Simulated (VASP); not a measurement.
# AgCl (Fm-3m) in VASP: a series of runs

Aim: see how the results for AgCl move with the level of theory and the settings. Levels: r2SCAN0, r2SCAN, PBEsol. Tasks: single point.

Program: VASP 6.6.1. These are calculated values, not measurements. Logs are shortened: lines on timing, memory, paths and dates and some standing lists are left out, and cuts for length are marked.

**Measured values to compare with.**

A printed reference work, data compilation reports, for a bulk crystal of AgCl: band gap 3.249 eV (indirect).

The results are compared with them further down.

## (1) The cell of the first run

Symmetry: Fm-3m, No. 225, cubic system. Conventional cell: a = 5.470 Å, b = 5.470 Å, c = 5.470 Å, α = 90.00°, β = 90.00°, γ = 90.00°. Within 3.6 Å of Ag (site symmetry m-3m) lie 6 Cl at 2.73 Å. Within 3.6 Å of Cl (site symmetry m-3m) lie 6 Ag at 2.73 Å.

## (2) Single point, r2SCAN0

File POSCAR:

```
AgCl
1.0
    0.0000000000      2.7350000000      2.7350000000
    2.7350000000      0.0000000000      2.7350000000
    2.7350000000      2.7350000000      0.0000000000
Ag Cl
1 1
Direct
    0.0000000000      0.0000000000      0.0000000000
    0.5000000000      0.5000000000      0.5000000000
```

File INCAR.step1:

```
SYSTEM = AgCl
ALGO = Normal ; EDIFF = 1E-5
ENCUT = 520 ; GGA = PE
ISIF = 2 ; ISMEAR = -1
LASPH = .TRUE. ; LCHARG = .FALSE.
LREAL = .FALSE. ; LWAVE = .TRUE.
NBANDS = 16 ; NELM = 100
PREC = Accurate ; SIGMA = 0.05
```

File INCAR.step2:

```
SYSTEM = AgCl
AEXX = 0.25 ; ALGO = Normal
EDIFF = 1E-6 ; ENCUT = 520
ISIF = 2 ; ISMEAR = -1
ISTART = 1 ; LASPH = .TRUE.
LCHARG = .FALSE. ; LHFCALC = .TRUE.
LMIXTAU = .TRUE. ; LREAL = .FALSE.
LWAVE = .FALSE. ; METAGGA = R2SCAN
NBANDS = 16 ; NELM = 100
PREC = Accurate ; PRECFOCK = Normal
SIGMA = 0.05
```

File KPOINTS:

```
k-points
0
G
  5 5 5
  0 0 0
```

Potentials or basis: VASP PAW PBE potentials, release 64 (Ag, Cl).

Run with:

```bash
$ cat potpaw_PBE.64/Ag/POTCAR potpaw_PBE.64/Cl/POTCAR > POTCAR
$ cp INCAR.step1 INCAR
$ mpirun -np 1 vasp_std > vasp.out
$ cp INCAR.step2 INCAR
$ mpirun -np 1 vasp_std > vasp.out
```

OUTCAR:

```text
SYSTEM = AgCl
   AEXX = 0.25
   EDIFF = 1E-6
   ENCUT = 520
   ISIF = 2
   ISMEAR = -1
   ISTART = 1
   LASPH = .TRUE.
   LHFCALC = .TRUE.
   LREAL = .FALSE.
   METAGGA = R2SCAN
   NELM = 100
   PREC = Accurate
   PRECFOCK = Normal

 ion  position               nearest neighbor table
   1  0.000  0.000  0.000-   2 2.73   2 2.73   2 2.73   2 2.73   2 2.73   2 2.73
   2  0.500  0.500  0.500-   1 2.73   1 2.73   1 2.73   1 2.73   1 2.73   1 2.73

  LATTYP: Found a face centered cubic cell.
 ALAT       =     5.4700000000

  Lattice vectors:

 A1 = (   0.0000000000,   2.7350000000,   2.7350000000)
 A2 = (   2.7350000000,   0.0000000000,   2.7350000000)
 A3 = (   2.7350000000,   2.7350000000,   0.0000000000)

Analysis of symmetry for initial positions (statically):
=====================================================================
 Subroutine PRICEL returns:
 Original cell was already a primitive cell.

 Routine SETGRP: Setting up the symmetry group for a
 face centered cubic supercell.

 Subroutine GETGRP returns: Found 48 space group operations
 (whereof 48 operations were pure point group operations)
 out of a pool of 48 trial point group operations.

The static configuration has the point symmetry O_h .

Analysis of symmetry for dynamics (positions and initial velocities):
=====================================================================
 Subroutine PRICEL returns:
 Original cell was already a primitive cell.

 Routine SETGRP: Setting up the symmetry group for a
 face centered cubic supercell.

 Subroutine GETGRP returns: Found 48 space group operations
 (whereof 48 operations were pure point group operations)
 out of a pool of 48 trial point group operations.

The dynamic configuration has the point symmetry O_h .

 Subroutine INISYM returns: Found 48 space group operations
 (whereof 48 operations are pure point group operations),
 and found     1 'primitive' translations

----------------------------------------------------------------------------------------

                                     Primitive cell

  volume of cell :      40.9168

  direct lattice vectors                    reciprocal lattice vectors
     0.000000000  2.735000000  2.735000000    -0.182815356  0.182815356  0.182815356
     2.735000000  0.000000000  2.735000000     0.182815356 -0.182815356  0.182815356
     2.735000000  2.735000000  0.000000000     0.182815356  0.182815356 -0.182815356

  length of vectors
     3.867874093  3.867874093  3.867874093     0.316645486  0.316645486  0.316645486

  position of ions in fractional coordinates (direct lattice)
     0.000000000  0.000000000  0.000000000
     0.500000000  0.500000000  0.500000000

  ion indices of the primitive-cell ions
   primitive index   ion index
                 1           1
                 2           2

----------------------------------------------------------------------------------------

 KPOINTS: k-points

Automatic generation of k-mesh.
 Grid dimensions read from file:
 generate k-points for:    5    5    5

 Generating k-lattice:

  Cartesian coordinates                     Fractional coordinates (reciprocal lattice)
    -0.036563071  0.036563071  0.036563071     0.200000000  0.000000000  0.000000000
     0.036563071 -0.036563071  0.036563071     0.000000000  0.200000000  0.000000000
     0.036563071  0.036563071 -0.036563071     0.000000000  0.000000000  0.200000000

  Length of vectors
     0.063329097  0.063329097  0.063329097

  Shift w.r.t. Gamma in fractional coordinates (k-lattice)
     0.000000000  0.000000000  0.000000000

 Subroutine IBZKPT returns following result:
 ===========================================

 Found     10 irreducible k-points:

 Following reciprocal coordinates:
            Coordinates               Weight
  0.000000  0.000000  0.000000      1.000000
  0.200000  0.000000  0.000000      8.000000
  0.400000  0.000000  0.000000      8.000000
  0.200000  0.200000  0.000000      6.000000
  0.400000  0.200000  0.000000     24.000000
 -0.400000  0.200000  0.000000     24.000000
 -0.200000  0.200000  0.000000     12.000000
  0.400000  0.400000  0.000000      6.000000
 -0.400000  0.400000  0.000000     12.000000
 -0.400000  0.400000  0.200000     24.000000
   k-points           NKPTS =     10   k-points in BZ     NKDIM =    125   number of bands    NBANDS=     16
   number of dos      NEDOS =    301   number of ions     NIONS =      2
   total plane-waves  NPLWV =  27000
   dimension x,y,z NGX =    30 NGY =   30 NGZ =   30
   dimension x,y,z NGXF=    60 NGYF=   60 NGZF=   60
   ions per type =               1   1
   NGX,Y,Z   is equivalent  to a cutoff of  12.89, 12.89, 12.89 a.u.
   NGXF,Y,Z  is equivalent  to a cutoff of  25.79, 25.79, 25.79 a.u.
 SYSTEM =  AgCl
   PREC   = accura    normal or accurate (medium, high low for compatibility)
   ISTART =      1    job   : 0-new  1-cont  2-samecut
   ICHARG =      0    charge: 1-file 2-atom 10-const
[... 37 lines left out ...]
   NKREDZ  =     1    reduce k-point grid by
   AEXX    =    0.2500 exact exchange contribution
   HFSCREEN=    0.0000 screening length (either q_TF or 0.3 A-1)
   HFSCREENC=   0.0000 screening length for correlation (either q_TF or 0.3 A-1)
   ENCUTFOCK=  -1.0 apply spherical cutoff to Coloumb kernel
   IVDW    =     0    specifies the selected vdW correction
   LEPSILON=     F    determine dielectric tensor
   LRPA    =     F    only Hartree local field effects (RPA)
 non-spin polarized calculation
  energy-cutoff  :      520.00
  volume of cell :       40.92
 maximum number of plane-waves:      1114
 NGX is ok and might be reduce to    30
  NGX = 24; NGY = 24; NGZ = 24

 number of electron      18.0000002 magnetization

 Free energy of the ion-electron system (eV)
  ---------------------------------------------------
  ext. energy  EPLUGINS =         0.00000000
  ---------------------------------------------------
  free energy    TOTEN  =       -24.71320732 eV

  energy without entropy =      -24.71320732  energy(sigma->0) =      -24.71320732

 E-fermi :   3.7162     XC(G=0):  -8.3647

 val. band max:        2.5801582086   @ k =   0.4000   0.0000   0.0000
 cond. band min:       6.1973744978   @ k =   0.0000   0.0000   0.0000
 fundamental gap:      3.6172162892
 Fermi energy:         3.7161633850

 k-point     1 :       0.0000    0.0000    0.0000
  band No.  band energies     occupation
      1     -14.2786      2.00000
      2      -0.3071      2.00000
      3      -0.3071      2.00000
      4      -0.3071      2.00000
      5      -0.2997      2.00000
      6      -0.2997      2.00000
[... 8 lines left out ...]
     15      19.7112      0.00000
     16      19.7112      0.00000

 k-point     2 :       0.2000    0.0000    0.0000
  band No.  band energies     occupation
      1     -14.1049      2.00000
      2      -1.4625      2.00000
      3      -1.3383      2.00000
      4      -1.3383      2.00000
      5      -0.1709      2.00000
      6      -0.1709      2.00000
[... 8 lines left out ...]
     15      17.7580      0.00000
     16      18.4284      0.00000

 k-point     3 :       0.4000    0.0000    0.0000
  band No.  band energies     occupation
      1     -13.7996      2.00000
      2      -2.9044      2.00000
      3      -2.0529      2.00000
      4      -2.0529      2.00000
      5       0.0585      2.00000
      6       0.0585      2.00000
[... 8 lines left out ...]
     15      19.0834      0.00000
     16      19.0834      0.00000

 k-point     4 :       0.2000    0.2000    0.0000
  band No.  band energies     occupation
      1     -14.0637      2.00000
      2      -2.0924      2.00000
      3      -0.7053      2.00000
      4      -0.7053      2.00000
      5      -0.4312      2.00000
      6      -0.2300      2.00000
[... 8 lines left out ...]
     15      20.1055      0.00000
     16      21.1453      0.00000
[... 58 lines left out ...]
 k-point     8 :       0.4000    0.4000    0.0000
  band No.  band energies     occupation
      1     -13.7736      2.00000
      2      -2.3079      2.00000
      3      -0.6916      2.00000
      4      -0.6916      2.00000
      5      -0.6290      2.00000
      6      -0.1151      2.00000
[... 8 lines left out ...]
     15      21.3416      0.00000
     16      21.9102      0.00000

 k-point     9 :      -0.4000    0.4000    0.0000
  band No.  band energies     occupation
      1     -13.7081      2.00000
      2      -1.9930      2.00000
      3      -1.7278      2.00000
      4      -1.4774      2.00000
      5      -0.2051      2.00000
      6       0.1887      2.00000
[... 8 lines left out ...]
     15      19.8390      0.00000
     16      21.7750      0.00000

 k-point    10 :      -0.4000    0.4000    0.2000
  band No.  band energies     occupation
      1     -13.7145      2.00000
      2      -2.3071      2.00000
      3      -1.9218      2.00000
      4      -1.5765      2.00000
      5       0.0527      2.00000
      6       0.1110      2.00000
[... 8 lines left out ...]
     15      19.7769      0.00000
     16      21.9763      0.00000

------------------------ aborting loop because EDIFF is reached ----------------------------------------

  FORCE on cell =-STRESS in cart. coord.  units (eV):
  Direction    XX          YY          ZZ          XY          YZ          ZX
  --------------------------------------------------------------------------------------
  -------------------------------------------------------------------------------------
  Total        0.6362497      0.6362497      0.6362497     -0.0000000      0.0000000     -0.0000000
  in kB       24.9135824     24.9135824     24.9135824     -0.0000000      0.0000000     -0.0000000
  external PRESSURE =      24.9135824 kB  Pullay stress =       0.0000000 kB

 VOLUME and BASIS-vectors are now :
 -----------------------------------------------------------------------------
  energy-cutoff  :      520.00
  volume of cell :       40.92
      direct lattice vectors                 reciprocal lattice vectors
     0.000000000  2.735000000  2.735000000    -0.182815356  0.182815356  0.182815356
     2.735000000  0.000000000  2.735000000     0.182815356 -0.182815356  0.182815356
     2.735000000  2.735000000  0.000000000     0.182815356  0.182815356 -0.182815356

 POSITION                                       TOTAL-FORCE (eV/Angst)
 -----------------------------------------------------------------------------------
      0.00000      0.00000      0.00000         0.000000      0.000000      0.000000
      2.73500      2.73500      2.73500         0.000000      0.000000     -0.000000
 -----------------------------------------------------------------------------------
    total drift:                                0.000000     -0.000000     -0.000000

  FREE ENERGIE OF THE ION-ELECTRON SYSTEM (eV)
  ---------------------------------------------------
  free  energy   TOTEN  =       -24.7132073194 eV

  energy  without entropy=      -24.7132073193  energy(sigma->0) =      -24.71320732
```

Run time: 43 min. Hardware: 1 thread of AMD EPYC 7R43 (Zen 3), shared host; peak memory 0.15 GiB.

What came out:

| Property | Result |
| --- | --- |
| Free energy | -24.7132 eV |
| Pressure | 2.5 GPa |
| Band gap on the k mesh | 3.62 eV (least direct gap 5.94 eV) |

Caveat: the PAW data sets were made with another functional, which shifts forces and pressure a little; an odd mesh through Γ misses points on the zone boundary, where band edges can lie.

## (3) Single point, r2SCAN

This run uses another cell than the first one, of 21.69 Å³/atom.

File POSCAR:

```
AgCl
1.0
    0.0000000000      2.7886410693      2.7886410693
    2.7886410693      0.0000000000      2.7886410693
    2.7886410693      2.7886410693      0.0000000000
Ag Cl
1 1
Direct
    0.0000000000      0.0000000000      0.0000000000
    0.5000000000      0.5000000000      0.5000000000
```

File INCAR.step1:

```
PREC = Accurate ; ENCUT = 520
ISMEAR = -1 ; SIGMA = 0.05
LREAL = F ; LASPH = T
NELM = 80 ; NBANDS = 16
GGA = PE ; ALGO = Normal
EDIFF = 1E-4 ; LWAVE = T
LCHARG = F
```

File INCAR.step2:

```
PREC = Accurate ; ENCUT = 520
EDIFF = 1E-7 ; ISMEAR = -1
SIGMA = 0.05 ; LREAL = F
LASPH = T ; NELM = 80
ALGO = Normal ; ISIF = 2
LWAVE = F ; LCHARG = F
METAGGA = R2SCAN ; LMIXTAU = T
NBANDS = 16 ; ISTART = 1
```

File KPOINTS:

```
Automatic mesh
0
Gamma
  8 8 8
```

Potentials or basis: VASP PAW PBE potentials, release 64 (Ag, Cl).

Run with:

```bash
$ cat potpaw_PBE.64/Ag/POTCAR potpaw_PBE.64/Cl/POTCAR > POTCAR
$ cp INCAR.step1 INCAR
$ mpirun -np 1 vasp_std > vasp.out
$ cp INCAR.step2 INCAR
$ mpirun -np 1 vasp_std > vasp.out
```

Wall time 2.3 min (1 thread of Intel Xeon 8259CL, shared host); peak memory 0.18 GiB.

The run converged. Its results:

```yaml
Free_energy: -28.6412 eV
Pressure: -0.9 GPa
Band_gap_on_the_k_mesh: 1.42 eV (least direct gap 3.64 eV)
```

Levels at points of the mesh, in eV from the valence-band top:
```csv
k point,band 7,band 8,band 9,band 10,band 11,band 12
"(0.00, 0.00, 0.00)",-2.36,-2.31,-2.31,1.42,11.34,11.34
"(0.50, 0.00, 0.00)",-1.71,0.00,0.00,4.75,7.07,8.30
"(0.50, 0.50, 0.00)",-1.91,-1.91,-1.81,2.96,8.37,9.18
```

Caveat: the PAW data sets were made with another functional, which shifts forces and pressure a little.

## (4) Single point, PBEsol (19.23 Å³/atom)

This run uses another cell than the first one, of 19.23 Å³/atom.

File INCAR:

```
SYSTEM = AgCl
ALGO     = Normal         ! electronic algorithm
EDIFF    = 1E-6           ! SCF threshold, eV
ENCUT    = 520            ! plane-wave cutoff, eV
GGA      = PS             ! functional
ISIF     = 2              ! what is computed and relaxed
ISMEAR   = -1             ! smearing method
LASPH    = .TRUE.         ! aspherical terms in the spheres
LCHARG   = .FALSE.        ! write CHGCAR
LREAL    = .FALSE.        ! projectors in reciprocal space
LWAVE    = .FALSE.        ! write WAVECAR
NBANDS   = 16             ! bands
NELM     = 60             ! most SCF steps
PREC     = Accurate       ! precision mode
SIGMA    = 0.05           ! smearing width, eV
```

File KPOINTS:

```
k-points
0
G
  8 8 8
  0 0 0
```

File POSCAR:

```
AgCl
1.0
    0.0000000000      2.6791680073      2.6791680073
    2.6791680073      0.0000000000      2.6791680073
    2.6791680073      2.6791680073      0.0000000000
Ag Cl
1 1
Direct
    0.0000000000      0.0000000000      0.0000000000
    0.5000000000      0.5000000000      0.5000000000
```

Run with:

```bash
$ cat potpaw_PBE.64/Ag/POTCAR potpaw_PBE.64/Cl/POTCAR > POTCAR
$ mpirun -np 1 vasp_std > vasp.out
```

Run time: 31 s. Hardware: 1 thread of AMD EPYC 7R43 (Zen 3), shared host; peak memory 0.13 GiB.

It converged, with:

| Property | Result |
| --- | --- |
| Free energy | -6.0428 eV |
| Pressure | 3.1 GPa |
| Band gap on the k mesh | 0.73 eV (least direct gap 3.42 eV) |

Levels at points of the mesh, in eV from the valence-band top:
```tsv
k point	band 5	band 6	band 7	band 8	band 9	band 10	band 11	band 12	band 13	band 14
(0.00, 0.00, 0.00)	-2.90	-2.90	-2.78	-2.78	-2.78	0.73	10.70	10.70	10.70	11.90
(0.50, 0.00, 0.00)	-2.46	-2.46	-2.09	0.00	0.00	3.73	7.04	7.31	7.31	13.62
(0.50, 0.50, 0.00)	-3.39	-2.66	-2.31	-2.31	-2.14	2.05	7.71	8.81	11.89	11.89
```

Caveat: the cell stands under pressure; the PAW data sets were made with another functional, which shifts forces and pressure a little.

## (5) Single point, PBEsol (19.64 Å³/atom)

This run uses another cell than the first one, of 19.64 Å³/atom.

File INCAR:

```
SYSTEM = AgCl
  PREC = Accurate
  ENCUT = 520
  EDIFF = 1E-6
  ISMEAR = -1
  SIGMA = 0.05
  LREAL = .FALSE.
  LASPH = .TRUE.
  NELM = 80
  ALGO = Normal
  ISIF = 2
  LWAVE = .FALSE.
  LCHARG = .FALSE.
  GGA = PS
  NBANDS = 16
```

File KPOINTS:

```
regular mesh
0
G
  8 8 8
  0 0 0
```

File POSCAR:

```
AgCl
1.0
    0.0000000000      2.6980360093      2.6980360093
    2.6980360093      0.0000000000      2.6980360093
    2.6980360093      2.6980360093      0.0000000000
Ag Cl
1 1
Direct
    0.0000000000      0.0000000000      0.0000000000
    0.5000000000      0.5000000000      0.5000000000
```

Run with:

```bash
$ cat potpaw_PBE.64/Ag/POTCAR potpaw_PBE.64/Cl/POTCAR > POTCAR
$ mpirun -np 1 vasp_std > vasp.out
```

It took 22 s on 1 thread of AMD EPYC 7R43 (Zen 3), shared host; peak memory 0.13 GiB.

Results (log left out):

- Free energy: -6.0552 eV
- Pressure: 1.6 GPa
- Band gap on the k mesh: 0.72 eV (least direct gap 3.33 eV)

Levels at points of the mesh, in eV from the valence-band top:
| k point | band 5 | band 6 | band 7 | band 8 | band 9 | band 10 | band 11 | band 12 | band 13 | band 14 |
| --- | --- | --- | --- | --- | --- | --- | --- | --- | --- | --- |
| (0.00, 0.00, 0.00) | -2.80 | -2.80 | -2.68 | -2.68 | -2.68 | 0.72 | 10.71 | 10.71 | 10.71 | 11.94 |
| (0.50, 0.00, 0.00) | -2.38 | -2.38 | -2.02 | 0.00 | 0.00 | 3.80 | 6.91 | 7.36 | 7.36 | 13.63 |
| (0.50, 0.50, 0.00) | -3.26 | -2.57 | -2.24 | -2.24 | -2.09 | 2.09 | 7.74 | 8.73 | 11.78 | 11.78 |

Caveat: the PAW data sets were made with another functional, which shifts forces and pressure a little.

## (6) Summary

```tsv
level	cell	k mesh	grid for exact exchange (PRECFOCK)	share of exact exchange	gap on the mesh (eV)	pressure (GPa)
r2SCAN0	a = 3.868 Å, angles 60.0°, 2 atoms	5 × 5 × 5	Normal	0.25	3.62	2.5
r2SCAN	a = 3.944 Å, angles 60.0°, 2 atoms	8 × 8 × 8	-	-	1.42	-0.9
PBEsol	a = 3.789 Å, angles 60.0°, 2 atoms	8 × 8 × 8	-	-	0.73	3.1
PBEsol	a = 3.816 Å, angles 60.0°, 2 atoms	8 × 8 × 8	-	-	0.72	1.6
```

Alike in all rows: task single point; potentials or basis VASP PAW PBE potentials, release 64 (Ag, Cl); no spin polarisation; cutoff (eV) 520; smearing fermi-dirac 0.05 eV.

Caveats: the PAW data sets were made with another functional, which shifts forces and pressure a little; an odd mesh through Γ misses points on the zone boundary, where band edges can lie (at least some runs); the cell stands under pressure (at least some runs).

Absolute energies hang on the potentials; compare differences alone.

## (7) Against experiment

Step 3. A measured gap of AgCl is 3.249 eV (indirect; a printed reference work, data compilation); the calculated 1.42 eV misses it by -1.83 eV. So large a miss can be the level of theory's own, or it may mean another phase, state or a wrong row. Spin-orbit coupling on Ag is left out. The value is that of r2SCAN on a finite k mesh, which can miss the band edges, without temperature or zero-point motion.
